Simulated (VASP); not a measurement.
Crystal: RbBr.

```xyz
2
Lattice="0.0000 3.4270 3.4270 3.4270 0.0000 3.4270 3.4270 3.4270 0.0000" Properties=species:S:1:pos:R:3 pbc="T T T"
Rb    0.0000    0.0000    0.0000
Br    3.4270    3.4270    3.4270
```

```yaml
Program: VASP 6.6.1
Task: relaxation of cell and atoms
Functional: LDA
Potentials_or_basis: VASP PAW LDA potentials, release 64 (Rb_sv, Br)
Cutoff: 600 eV
k_mesh: 7 × 7 × 7
Occupations: fermi-dirac, width 0.05 eV
Spin: no spin polarisation
```

At the start: pressure -1.2 GPa; volume 40.25 Å³/atom.

Question: How do energy, volume and symmetry change on relaxing?

Answer: Over 3 steps the energy falls by 12.3 meV/atom and the volume is 37.27 Å³/atom (-7.4 %); space group Fm-3m (No. 225, to 0.05 Å).

The path:
| step | energy change (eV) | largest force (eV/Å) | pressure (GPa) | volume (Å³) |
| --- | --- | --- | --- | --- |
| 1 | 0.0000 | 0.0000 | -1.19 | 80.50 |
| 2 | -0.0194 | 0.0000 | -0.60 | 77.07 |
| 3 | -0.0247 | 0.0000 | -0.04 | 74.53 |

Final structure:
```
Rb Br
1.0
     0.00000    3.34018    3.34018
     3.34018    0.00000    3.34018
     3.34018    3.34018    0.00000
Rb Br
1 1
Direct
  0.00000 0.00000 0.00000
  0.50000 0.50000 0.50000
```
